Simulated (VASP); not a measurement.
Write the native input for VASP 6.6.1 that does the following.

```yaml
Task: single point
Functional: PBE
Potentials_or_basis: VASP PAW PBE potentials, release 64 (Ge_d, Se)
Cutoff: 520 eV
k_mesh: 8 × 8 × 8
Occupations: gaussian, width 0.1 eV
Spin: no spin polarisation
Dipole_correction: no
Further_INCAR_settings: ALGO = Fast; EDIFF = 1e-06; NBANDS = 42
```

The structure of Ge3Se4 lies in POSCAR:

```
Ge3Se4
1.0
    5.6071783277      0.0000000000      0.0000000000
    0.0000000000      5.6071783277      0.0000000000
    0.0000000000      0.0000000000      5.6071783277
Ge Se
3 4
Direct
    0.0000000000      0.5000000000      0.5000000000
    0.5000000000      0.0000000000      0.5000000000
    0.5000000000      0.5000000000      0.0000000000
    0.5000000000      0.0000000000      0.0000000000
    0.0000000000      0.5000000000      0.0000000000
    0.0000000000      0.0000000000      0.5000000000
    0.0000000000      0.0000000000      0.0000000000
```

The cell was built by a generator and needn't be a form met in nature.

These files were run (other wordings do the same):

INCAR

```
PREC = Accurate ; ENCUT = 520
EDIFF = 1E-6 ; ISMEAR = 0
SIGMA = 0.1 ; LREAL = F
LASPH = T ; NELM = 80
ALGO = Fast ; ISIF = 2
LWAVE = F ; LCHARG = F
GGA = PE ; NBANDS = 42
```

KPOINTS

```
regular mesh
0
Gamma
  8 8 8
```

Potentials or basis: VASP PAW PBE potentials, release 64 (Ge_d, Se).

Run with:

```bash
$ cat potpaw_PBE.64/Ge_d/POTCAR potpaw_PBE.64/Se/POTCAR > POTCAR
$ mpirun -np 1 vasp_std > vasp.out
```

It gave:

The pressure is 0.0 GPa. The band gap on the k mesh is none (metal or under the smearing width).

Run time: 4 min on 1 thread of Intel(R) Xeon(R) Platinum 8488C (Sapphire Rapids), with other jobs on the host, peak memory 0.37 GiB.
